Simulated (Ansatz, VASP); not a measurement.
# Si3H2C2 in VASP and in Ansatz

```
Si C H
1.0
     6.12231    0.00000    0.00000
     0.00000    6.12231    0.00000
     0.00000    0.00000   18.03361
Si C H
12 8 8
Direct
  0.25000 0.25000 0.26919
  0.25000 0.75000 0.26919
  0.75000 0.25000 0.26919
  0.75000 0.75000 0.26919
  0.50000 0.50000 0.39074
  0.50000 0.00000 0.39074
  0.00000 0.50000 0.39074
  0.00000 0.00000 0.39074
  0.75000 0.75000 0.51206
  0.75000 0.25000 0.51206
  0.25000 0.75000 0.51206
  0.25000 0.25000 0.51206
  0.75000 0.50000 0.32921
  0.75000 0.00000 0.32921
  0.25000 0.50000 0.32921
  0.25000 0.00000 0.32921
  0.00000 0.75000 0.44790
  0.00000 0.25000 0.44790
  0.50000 0.75000 0.44791
  0.50000 0.25000 0.44791
  0.10182 0.25000 0.20436
  0.39813 0.25000 0.20436
  0.39813 0.75000 0.20436
  0.10182 0.75000 0.20436
  0.60187 0.25000 0.20436
  0.89818 0.25000 0.20436
  0.89818 0.75000 0.20436
  0.60187 0.75000 0.20436
```

Alike in both runs: functional LDA; k mesh 4 × 4 × 1; occupations gaussian, width 0.05 eV; no spin polarisation.

Ansatz relaxed the structure, and its values are those at the end. VASP's run is a single point on that final structure, the one shown.

|  | VASP | Ansatz |
| --- | --- | --- |
| version | VASP 6.6.1 | Ansatz 0.2.0 |
| potentials or method | VASP PAW LDA potentials, release 64 (Si, C, H) | scalar-relativistic, plane waves, PAW |
| plane-wave cutoff (eV) | 520 | 420 |
| valence electrons in the cell | 88 | 88 |

|  | VASP | Ansatz | Ansatz less VASP |
| --- | --- | --- | --- |
| gap on the k mesh at the Fermi level (eV) | none | none | - |
| rms of the force components (eV/Å) | 0.381 | 0.383 | +0.0014 |

A gap of «none» marks a metal or a gap that the smearing closes.
